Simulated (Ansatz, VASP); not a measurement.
# BAs: VASP beside Ansatz

One calculation is typed for both programs; each brings its own data sets and cutoff. How far apart do they land? The cell is taken from a series of VASP runs on this material, whose earlier steps may have relaxed, scaled or displaced it; both programs get it as it stands.

Calculated with Ansatz 0.2.0; plane waves, with VASP 6.6.1 beside it; band structure at PBE, single point at PBE and band structure at PBE, spin-orbit coupling.

## 1. The starting structure

Symmetry: F-43m, No. 216, cubic system. The conventional cell has a = 4.777 Å, b = 4.777 Å, c = 4.777 Å, α = 90.00°, β = 90.00°, γ = 90.00°. B has 4 As at 2.07 Å nearest. Nearest to As lie 4 B at 2.07 Å. Farther neighbours are not listed.

As a file:

```xyz
2
Lattice="0.0000 2.3885 2.3885 2.3885 0.0000 2.3885 2.3885 2.3885 0.0000" Properties=species:S:1:pos:R:3 pbc="T T T"
B     0.0000    0.0000    0.0000
As    1.1943    1.1943    1.1943
```

## 2. VASP: band structure, PBE

Levels along a path test the potential and the projectors away from the mesh points.

Lines of VASP's logs that name or quote its potential files are left out, and so is its time.

INCAR reads:

```
SYSTEM = BAs
PREC = Accurate
ENCUT = 420
EDIFF = 1E-06
NELM = 100
ISMEAR = 0
SIGMA = 0.02
LREAL = .FALSE.
ALGO = Normal
GGA = PE
NBANDS = 16
LORBIT = 11
LWAVE = .FALSE.
LCHARG = .FALSE.
KPAR = 4
ISIF = 2
```

POSCAR reads:

```
BAs
1.0
    0.0000000000      2.3885000000      2.3885000000
    2.3885000000      0.0000000000      2.3885000000
    2.3885000000      2.3885000000      0.0000000000
B As
1 1
Direct
    0.0000000000      0.0000000000      0.0000000000
    0.2500000000      0.2500000000      0.2500000000
```

KPOINTS reads:

```
Automatic mesh
0
Gamma
14 14 14
0 0 0
```

KPOINTS_OPT reads:

```
Line mode
24
Line-mode
Reciprocal
  0.00000000   0.00000000   0.00000000 GAMMA
  0.50000000   0.00000000   0.50000000 X

  0.50000000   0.00000000   0.50000000 X
  0.50000000   0.25000000   0.75000000 W

  0.50000000   0.25000000   0.75000000 W
  0.37500000   0.37500000   0.75000000 K

  0.37500000   0.37500000   0.75000000 K
  0.00000000   0.00000000   0.00000000 GAMMA

  0.00000000   0.00000000   0.00000000 GAMMA
  0.50000000   0.50000000   0.50000000 L

  0.50000000   0.50000000   0.50000000 L
  0.62500000   0.25000000   0.62500000 U

  0.62500000   0.25000000   0.62500000 U
  0.50000000   0.25000000   0.75000000 W

  0.50000000   0.25000000   0.75000000 W
  0.50000000   0.50000000   0.50000000 L

  0.50000000   0.50000000   0.50000000 L
  0.37500000   0.37500000   0.75000000 K

  0.62500000   0.25000000   0.62500000 U
  0.50000000   0.00000000   0.50000000 X
```

Potentials, in the order of the species: B and As (PBE family, release 64).

Launch:

```sh
$ mpirun -np 4 vasp_std
```

Numbers of over 12 decimals in the logs are rounded to 6 here.

Output:

```text
[banner, memory and clock lines left out]
running    4 mpi-ranks, on    1 nodes
 distrk:  each k-point on    1 cores,    4 groups
 distr:  one band on    1 cores,    1 groups

 POSCAR found type information on POSCAR B As
 POSCAR found :  2 types and       2 ions
 LDA part: xc-table for (Slater+PW92), standard interpolation
 POSCAR, INCAR and KPOINTS ok, starting setup
 FFT: planning ... GRIDC
 FFT: planning ... GRID_SOFT
 FFT: planning ... GRID
 WAVECAR not read
 entering main loop
       N       E                     dE             d eps       ncg     rms          rms(c)
DAV:   1     0.909640548187E+01    0.90964E+01   -0.31541E+03  3328   0.372E+02
DAV:   2    -0.115335292623E+02   -0.20630E+02   -0.19734E+02  4568   0.802E+01
DAV:   3    -0.120444154012E+02   -0.51089E+00   -0.51044E+00  3976   0.107E+01
DAV:   4    -0.120451701968E+02   -0.75480E-03   -0.75479E-03  4320   0.498E-01
DAV:   5    -0.120451711331E+02   -0.93629E-06   -0.93628E-06  4008   0.169E-02    0.493E+00
DAV:   6    -0.114692834477E+02    0.57589E+00   -0.14214E+00  4112   0.349E+00    0.233E+00
DAV:   7    -0.114091728360E+02    0.60111E-01   -0.16432E-01  4400   0.147E+00    0.101E+00
DAV:   8    -0.114027664447E+02    0.64064E-02   -0.15653E-02  4032   0.555E-01    0.941E-02
DAV:   9    -0.114031430252E+02   -0.37658E-03   -0.77594E-04  3920   0.120E-01    0.492E-02
DAV:  10    -0.114032258124E+02   -0.82787E-04   -0.11134E-04  4184   0.474E-02    0.108E-02
DAV:  11    -0.114032263916E+02   -0.57918E-06   -0.33086E-06  4048   0.718E-03
   1 F= -.11403226E+02 E0= -.11403226E+02  d E =-.945131E-23
 Start KPOINTS_OPT (optional k-point list driver)
k-point batch [1-104\240]
       N       E                     dE             ncg
DAV:   1     0.214465473498E+04   -0.20923E+05     3328
DAV:   2    -0.107928224827E+03   -0.22526E+04     4448
DAV:   3    -0.165831774234E+03   -0.57904E+02     4088
DAV:   4    -0.165915038704E+03   -0.83264E-01     4264
DAV:   5    -0.165915141876E+03   -0.10317E-03     4088
DAV:   6    -0.165915142071E+03   -0.19540E-06     3512
[...]
k-point batch [209-240\240]
       N       E                     dE             ncg
DAV:   1     0.215268318762E+05   -0.96973E+04     1024
DAV:   2     0.208676109147E+05   -0.65922E+03     1408
DAV:   3     0.208528530617E+05   -0.14758E+02     1288
DAV:   4     0.208528288739E+05   -0.24188E-01     1328
DAV:   5     0.208528288379E+05   -0.35955E-04     1272
DAV:   6     0.208528288378E+05   -0.81687E-07     1192
```

OUTCAR, selected parts (step 2):

```text
ion  position               nearest neighbor table
   1  0.000  0.000  0.000-   2 2.07   2 2.07   2 2.07   2 2.07
   2  0.250  0.250  0.250-   1 2.07   1 2.07   1 2.07   1 2.07

  LATTYP: Found a face centered cubic cell.
 ALAT       =     4.7770000000

 Subroutine GETGRP returns: Found 24 space group operations
 (whereof 24 operations were pure point group operations)

The static configuration has the point symmetry T_d .

 Found    104 irreducible k-points:

   k-points           NKPTS =    104   k-points in BZ     NKDIM =    104   number of bands    NBANDS=     16

   dimension x,y,z NGX =    24 NGY =   24 NGZ =   24
   dimension x,y,z NGXF=    48 NGYF=   48 NGZF=   48

   ENCUT  =  420.0 eV  30.87 Ry    5.56 a.u.   5.64  5.64  5.64*2*pi/ulx,y,z

   NELECT =       8.0000    total number of electrons

 k-points in reciprocal lattice and weights: Automatic mesh
   0.00000000  0.00000000  0.00000000       0.000
   0.07142857  0.00000000  0.00000000       0.003
   0.14285714  0.00000000  0.00000000       0.003
   0.21428571  0.00000000  0.00000000       0.003
   0.28571429  0.00000000  0.00000000       0.003
   0.35714286  0.00000000  0.00000000       0.003
   0.42857143  0.00000000  0.00000000       0.003
   0.50000000  0.00000000  0.00000000       0.001
   0.07142857  0.07142857  0.00000000       0.002
[...]
-0.28571429  0.42857143  0.21428571       0.009
  -0.28571429  0.50000000  0.21428571       0.004

 average (electrostatic) potential at core
       1 -26.7882       2 -48.7724

 E-fermi :   6.2571

 k-point     1 :       0.0000    0.0000    0.0000
  band No.  band energies     occupation
      1      -9.2761      2.00000
      2       6.1279      2.00000
      3       6.1279      2.00000
      4       6.1279      2.00000
      5       9.3988      0.00000
      6       9.3988      0.00000
      7       9.3988      0.00000
      8      10.8118      0.00000
      9      15.7070      0.00000
    ...

 k-point     2 :       0.0714    0.0000    0.0000
  band No.  band energies     occupation
      1      -9.1921      2.00000
      2       5.3261      2.00000
      3       5.9624      2.00000
      4       5.9624      2.00000
      5       9.5385      0.00000
      6       9.6161      0.00000
      7       9.6161      0.00000
      8      11.2780      0.00000
      9      16.0513      0.00000
    ...

 k-point     3 :       0.1429    0.0000    0.0000
  band No.  band energies     occupation
      1      -8.9423      2.00000
      2       3.7399      2.00000
      3       5.5858      2.00000
      4       5.5858      2.00000
      5       9.4833      0.00000
      6      10.1096      0.00000
      7      10.1096      0.00000
      8      12.3804      0.00000
      9      16.8731      0.00000
    ...

  Total        0.5950186      0.5950186      0.5950186      0.0000000      0.0000000     -0.0000000
  in kB       34.9812527     34.9812527     34.9812527      0.0000000      0.0000000     -0.0000000
  external PRESSURE =      34.9812527 kB  Pullay stress =       0.0000000 kB

  energy-cutoff  :      420.00
  volume of cell :       27.25
      direct lattice vectors                 reciprocal lattice vectors
     0.000000000  2.388500000  2.388500000    -0.209336404  0.209336404  0.209336404
     2.388500000  0.000000000  2.388500000     0.209336404 -0.209336404  0.209336404
     2.388500000  2.388500000  0.000000000     0.209336404  0.209336404 -0.209336404

 POSITION                                       TOTAL-FORCE (eV/Angst)
 -----------------------------------------------------------------------------------
      0.00000      0.00000      0.00000        -0.000000      0.000000      0.000000
      1.19425      1.19425      1.19425         0.000000     -0.000000     -0.000000
 -----------------------------------------------------------------------------------
    total drift:                                0.000000      0.000000      0.000000

  FREE ENERGIE OF THE ION-ELECTRON SYSTEM (eV)
  ---------------------------------------------------
  free  energy   TOTEN  =       -11.4032263916 eV

  energy  without entropy=      -11.4032263916  energy(sigma->0) =      -11.40322639

 total charge
# of ion       s       p       d       tot
------------------------------------------
    1        0.660   1.179   0.000   1.839
    2        1.173   1.663   0.088   2.924
--------------------------------------------------
tot          1.833   2.842   0.088   4.763

[... 3 further parts left out ...]
```

The run ends at a pressure of 3.50 GPa.

## 3. Ansatz: band structure, PBE

Ansatz runs on its default PAW (the set named soft_2) files.

The same cell, functional, mesh and smearing now go to Ansatz, which takes its cutoff from its data sets.

input.yaml reads:

```yaml
crystal:
  lattice:
    - [0.0, 2.3885, 2.3885]
    - [2.3885, 0.0, 2.3885]
    - [2.3885, 2.3885, 0.0]
  atoms:
    - { symbol: B, position: [0.0, 0.0, 0.0] }
    - { symbol: As, position: [0.25, 0.25, 0.25] }
hamiltonian:
  xc: pbe
  pseudopotentials: { kind: paw }
kpoints:
  mp_grid: { grid: [14, 14, 14] }
  band_path:
    path:
      - [0.0, 0.0, 0.0]
      - [0.17391, 0.0, 0.17391]
      - [0.34783, 0.0, 0.34783]
      - [0.3913, 0.0, 0.3913]
      - [0.5, 0.0, 0.5]
      - [0.5, 0.08696, 0.58696]
      - [0.5, 0.18478, 0.68478]
      - [0.49457, 0.25543, 0.75]
      - [0.45109, 0.29891, 0.75]
      - [0.40761, 0.34239, 0.75]
      - [0.34239, 0.34239, 0.68478]
      - [0.21196, 0.21196, 0.42391]
      - [0.08152, 0.08152, 0.16304]
      - [0.04348, 0.04348, 0.04348]
      - [0.23913, 0.23913, 0.23913]
      - [0.41304, 0.41304, 0.41304]
      - [0.5163, 0.46739, 0.5163]
      - [0.55978, 0.38043, 0.55978]
      - [0.6087, 0.28261, 0.6087]
      - [0.60326, 0.25, 0.64674]
      - [0.55978, 0.25, 0.69022]
      - [0.5163, 0.25, 0.7337]
      - [0.5, 0.30435, 0.69565]
      - [0.5, 0.3913, 0.6087]
      - [0.5, 0.47826, 0.52174]
      - [0.47283, 0.47283, 0.55435]
      - [0.42391, 0.42391, 0.65217]
      - [0.38043, 0.38043, 0.73913]
      - [0.59239, 0.18478, 0.59239]
      - [0.54891, 0.09783, 0.54891]
      - [0.5, 0.0, 0.5]
    npoints: 1
scf:
  occupations: { method: gaussian, width: 0.02 }
  n_extra_bands: 7
output:
  forces: true
  stress: true
  eigenvalues: true
```

Launch:

```sh
$ ansatz run input.yaml --threads 2 --pin off --max-ram 4608MiB --backend cpu --events-out ev --progress --plain --runs-dir out
```

Output:

```text
scf.n_extra_bands = 7 over 9 filled bands (N_el = 18.0): the run solves 16 bands
Engine: ansatz 0.2.0, aarch64-unknown-linux-gnu
Pseudopotentials: kind: paw
Pseudopotential: B, paw, valence charge 3, recommended cutoff 420 eV (normal), B.paw.azcp
Pseudopotential: As, paw, valence charge 15, recommended cutoff 420 eV (normal), As.paw.azcp
Functional definition: PBE
  parameter kappa = 0.804
  parameter beta = 0.066725
  exchange = pbe_x(kappa = kappa, mu = beta*pi^2/3)
  correlation = pbe_c(beta = beta)
Crystal: 2 atoms, lattice volume = 27.252 Å³
Basis set: ecut = 420 eV, 531 PW (Γ), exchange–correlation on 48×48×48 points (8 copies of the dense FFT grid, shifted against one another)
Bands: 16, of which v1, the nominal top of the filled ones, is band 9 counted from 1 (8 counted from 0)
Symmetry: 24 space group operations
Space group: F-43m (ITA 216), of the structure as read, at distance tolerance 3.0e-5 Å
k-points: 104 of 2744 (time reversal used)
Non-local potential: B, projectors of the file, l = 0: 2, l = 1: 2, l = 2: 1
Non-local potential: As, projectors of the file, l = 0: 2, l = 1: 2, l = 2: 3, l = 3: 1
PAW form: soft (Blöchl's): semilocal exchange-correlation on the pseudo side does not see the compensation charge
PAW one-centre angular grid: B, 110 points (default); XC on 64 Gauss nodes
PAW one-centre angular grid: As, 590 points (default); XC on 64 Gauss nodes
Initial density: superposition of atomic densities (neutral atoms: chi_scale 0, normalization atom), corrected by the library's trained network
Initial wavefunctions: pseudopotential atomic-orbital guess
Functional: x = pbe(κ = 0.804, μ = 0.219515), c = pbe(β = 0.066725)
SCF iter   1: F=—  HF=-5012.100535 eV  |F-HF|=—  |Δ(HF+E_count)|=         —  Δρ=8.43e-4  dr2=1.33e-4  ethr=1.77e-3  ⟨swp⟩=6.0  Hψ=9039  notcnv=0
preconditioner: auto → none  [insulator: Δε(μ)=1.207 eV  Ē_g=15.645 eV  σ=0.020 eV  W_gap=1.00  n_scr=8 (ndim 8)  ℏωp=20.1 eV  f_vac=0.001  D(μ)=0.00/eV (n_scr^D=0)  ε∞_Penn≈2.7]
SCF iter   2: F=—  HF=-5012.100599 eV  |F-HF|=—  |Δ(HF+E_count)|=   6.34e-5  Δρ=5.12e-4  dr2=5.72e-5  ethr=7.37e-7  ⟨swp⟩=3.0  Hψ=3851  notcnv=0  defer=129
SCF iter   3: F=—  HF=-5012.100605 eV  |F-HF|=—  |Δ(HF+E_count)|=   6.65e-6  Δρ=2.95e-4  dr2=9.04e-6  ethr=3.18e-7  ⟨swp⟩=2.8  Hψ=2359  notcnv=0  defer=129
SCF iter   4: F=—  HF=-5012.100637 eV  |F-HF|=—  |Δ(HF+E_count)|=   3.22e-5  Δρ=9.85e-5  dr2=3.48e-6  ethr=5.02e-8  ⟨swp⟩=2.0  Hψ=2342  notcnv=0  defer=129
SCF iter   5: F=—  HF=-5012.100636 eV  |F-HF|=—  |Δ(HF+E_count)|=   1.50e-6  Δρ=3.89e-5  dr2=5.04e-7  ethr=1.93e-8  ⟨swp⟩=2.1  Hψ=2333  notcnv=0  defer=129
SCF iter   6: F=-5012.100636 eV  HF=-5012.100636 eV  |F-HF|=7.17e-8  |Δ(HF+E_count)|=   1.74e-7  Δρ=1.38e-5  dr2=5.75e-8  ethr=5.56e-10  ⟨swp⟩=5.9  Hψ=7130  notcnv=0
SCF 1 converged in 6 iterations: F = -5012.100636 eV  dr2 = 5.75e-8
  greatest PAW one-centre occupation: 0.999 electrons in one spin orbital (limit 2), on the As atom at site 1 (counted from 0), in its partial waves of l = 2
NSCF: frozen V_eff on 31 k-points
SCF converged after 6 iterations
Free energy (F): -5012.100636 eV
Harris-Foulkes:  -5012.100636 eV  (|F-HF|=7.17e-8)
Internal energy: -5012.100636 eV  (E = F + TS)
E sigma→0 (E₀):  -5012.100636 eV
Fermi energy:    11.728409 eV
--- Per-component energies (eV) ---
  E_band       = -210.295339
  E_kinetic    = 152.074528
  E_local      = -1693.915658  (includes V_loc(G=0)·N_el)
  E_nonlocal   = -657.793819
  E_hartree    = 940.033796
  E_xc         = -111.431634
  E_vxc        = -117.663299  (∫ρ·V_xc dr)
  E_paw        = -1915.292859  (= ΣΔE_a)
  E_vpaw       = 226.943607  (= ΣTr[D̂ρ^β])
  E_aug_tail   = 0.000007  (compensation charges beyond the density's cutoff)
  E_ewald      = -1725.774997
  E_smearing   = -0.000000  (= −TS)
  E_closure    = -0.000000  (closes the sum)
  Σ components = -5012.100636   (vs F -5012.100636, Δ=0.00e0)
--- Forces (eV/Å), atoms counted from 1 ---
  atom   1  B      0.00000000    -0.00000000     0.00000000
  atom   2  As     0.00000000    -0.00000000     0.00000000
  max |Σ_I F_I| component: 6.66e-16 eV/Å
--- Stress (GPa, compression-positive) ---
        2.771616       0.000000       0.000000
       -0.000000       2.771616       0.000000
       -0.000000       0.000000       2.771616
  P = ⅓ Tr σ = 2.7716 GPa (27.716 kbar)
--- Band table (eV; the first three rows and the last of 104) ---
  k-point 0: bands = [... 5 lower, -4.2777, 11.1256, 11.1256, 11.1256, 14.4066, 14.4066, 14.4066, 15.7991, ... 3 higher]
  k-point 1: bands = [... 5 lower, -4.1938, 10.3248, 10.9607, 10.9607, 14.5440, 14.6238, 14.6238, 16.2686, ... 3 higher]
  k-point 2: bands = [... 5 lower, -3.9439, 8.7406, 10.5850, 10.5850, 14.4854, 15.1176, 15.1176, 17.3773, ... 3 higher]
  k-point 103: bands = [... 5 lower, 0.0548, 3.0431, 5.7120, 5.9850, 15.9614, 16.3731, 18.6317, 18.6653, ... 3 higher]
```

It took 2.7 s on 2 threads of Arm Neoverse V2, shared host; peak memory 0.32 GiB; 4.6 s of CPU time.

## 4. Comparison

Known differences besides the potentials themselves: the data sets hold 18 valence electrons in Ansatz (default PAW (the set named soft_2) files) and 8 in VASP; VASP leaves aspherical gradient terms in its spheres out (LASPH is not set), Ansatz keeps them. Total energies have different zeros and are not compared.

Compared:

```tsv
quantity	Ansatz	VASP	difference
pressure (GPa)	2.77	3.50	-0.73
pressure without Ansatz's Pulay correction (GPa)	2.67	3.50	-0.83
gap over the path points (eV)	1.185	1.173	+0.012
```

Levels at points of the path, from each program's valence-band top (eV; 3 filled, then empty):

```tsv
k (reciprocal lattice)	Ansatz	VASP
0.000 0.000 0.000	0.00 0.00 0.00 3.28 3.28 3.28	0.00 0.00 0.00 3.27 3.27 3.27
0.174 0.000 0.174	-2.44 -1.80 -1.80 2.19 5.60 5.79	-2.44 -1.81 -1.81 2.18 5.59 5.78
0.348 0.000 0.348	-6.25 -3.56 -3.56 1.25 2.93 9.45	-6.26 -3.56 -3.56 1.23 2.91 9.43
0.391 0.000 0.391	-7.15 -3.81 -3.81 1.19 2.36 10.27	-7.15 -3.82 -3.82 1.17 2.35 10.24
0.500 0.000 0.500	-8.52 -4.08 -4.08 1.44 1.45 11.39	-8.53 -4.08 -4.08 1.42 1.44 11.36
0.500 0.087 0.587	-8.41 -4.49 -4.43 2.20 2.26 10.53	-8.43 -4.50 -4.44 2.18 2.25 10.49
0.500 0.185 0.685	-8.15 -5.27 -5.04 4.20 4.46 8.21	-8.16 -5.28 -5.05 4.18 4.45 8.18
0.495 0.255 0.750	-8.05 -5.49 -5.17 5.25 5.92 6.83	-8.07 -5.50 -5.19 5.22 5.91 6.82
0.451 0.299 0.750	-8.07 -5.72 -4.57 3.87 5.68 7.69	-8.09 -5.74 -4.58 3.86 5.67 7.67
0.408 0.342 0.750	-8.12 -5.90 -3.75 2.45 5.58 8.76	-8.14 -5.91 -3.76 2.44 5.56 8.73
```

Among the levels compared at these points, filled levels agree within 15 meV and empty ones within 36 meV. Ansatz's pressure holds a Pulay correction of 0.10 GPa; VASP's holds none.

(Part 1 of 2 ends here.)

[Lines on the potential files, build, host, timing and source positions are cut from VASP's logs without a mark.]

[Logs are printed without paths, hosts, clocks, repeated set-up lines and the standing remarks that a program may print on its own settings, such as how far it seeks lower states.]

[Hosts, paths, dates, database ids (printed as entryN), source tags and the programs' standing remarks are cut or masked in the printed files.]
